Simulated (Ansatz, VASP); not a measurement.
TaN: VASP beside Ansatz

```
Ta N
1.0
     3.05000    0.00000    0.00000
    -1.52500    2.64138    0.00000
     0.00000    0.00000    4.94000
Ta N
2 2
Direct
  0.33333 0.66667 0.00000
  0.66667 0.33333 0.50000
  0.33333 0.66667 0.38500
  0.66667 0.33333 0.88500
```

Alike in both runs: task single point; functional PBE; k mesh 15 × 15 × 8; occupations gaussian, width 0.05 eV; no spin polarisation.

|  | VASP | Ansatz |
| --- | --- | --- |
| version | VASP 6.6.1 | Ansatz 0.2.0 |
| potentials or method | VASP PAW PBE potentials, release 64 (Ta_pv, N) | scalar-relativistic, plane waves, PAW |
| plane-wave cutoff (eV) | 520 | 420 |
| valence electrons in the cell | 32 | 36 |

|  | VASP | Ansatz | Ansatz less VASP |
| --- | --- | --- | --- |
| gap on the k mesh at the Fermi level (eV) | none | none | - |
| rms of the force components (eV/Å) | 1.386 | 1.365 | -0.0202 |

Atom by atom the forces differ by 0.020 eV/Å (rms over components). A gap of «none» marks a metal or a gap that the smearing closes. The functional is the same, so the differences come from potentials, cutoffs and numerics. The two sets of potentials don't hold the same shells in valence.

Caveats: forces of over 1 eV/Å show positions far from the minimum, so gaps and moduli don't describe the material at rest. Spin-orbit coupling is left out, which matters for the levels of Ta.
